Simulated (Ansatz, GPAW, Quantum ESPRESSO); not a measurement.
**Ni3Ge: 4 runs at one level of theory**

```
Ge Ni
1.0
     3.53033    0.00000    0.00000
     0.00000    3.53033    0.00000
     0.00000    0.00000    3.53033
Ge Ni
1 3
Direct
  0.00000 0.00000 0.00000
  0.50000 0.50000 0.00000
  0.00000 0.50000 0.50000
  0.50000 0.00000 0.50000
```

The cell comes from a database or a generator and needn't be the stable form of this composition.

Alike in all runs: task band structure; functional PBEsol; k mesh 8 × 8 × 8; occupations fermi-dirac, width 0.05 eV; collinear spin, ferromagnetic start; no spin-orbit coupling. Pressure is positive in compression and, in plane waves, holds the error of the finite cutoff, which Ansatz's Pulay term estimates and takes out.

```json
{"program and potentials": "Ansatz, Ansatz PAW", "plane-wave cutoff (eV)": "420", "notes": "potentials made for PBE, which Ansatz adapts in part; 17 valence electrons an atom on average; Pulay term of +0.06 GPa included", "pressure (GPa)": "-0.97", "net moment per atom (μB)": "0.00"}
{"program and potentials": "Ansatz, all-electron LAPW, scalar-relativistic", "plane-wave cutoff (eV)": "-", "notes": "-", "pressure (GPa)": "-0.95", "net moment per atom (μB)": "0.00"}
{"program and potentials": "Quantum ESPRESSO, GBRV 1.5 PBEsol", "plane-wave cutoff (eV)": "612", "notes": "17 valence electrons an atom on average", "pressure (GPa)": "-1.19", "net moment per atom (μB)": "0.00"}
{"program and potentials": "GPAW, PAW data sets generated for this functional", "plane-wave cutoff (eV)": "600", "notes": "13 valence electrons an atom on average; this data set often lies off other programs", "pressure (GPa)": "1.36", "net moment per atom (μB)": "0.00"}
```

The pressure spans -1.19 (Quantum ESPRESSO, GBRV 1.5 PBEsol) to 1.36 GPa (GPAW, PAW data sets generated for this functional), with all-electron results at -0.95. All agree on the net moment per atom. The state is the one that the start led to, which needn't be the lowest. The pressure on the cell as given of GPAW, PAW data sets generated for this functional lies far from the others; the cause wasn't traced.

The functional is the same throughout but for its coding, so the spread measures potentials, basis and numerics; runs on potential files found faulty are left out.
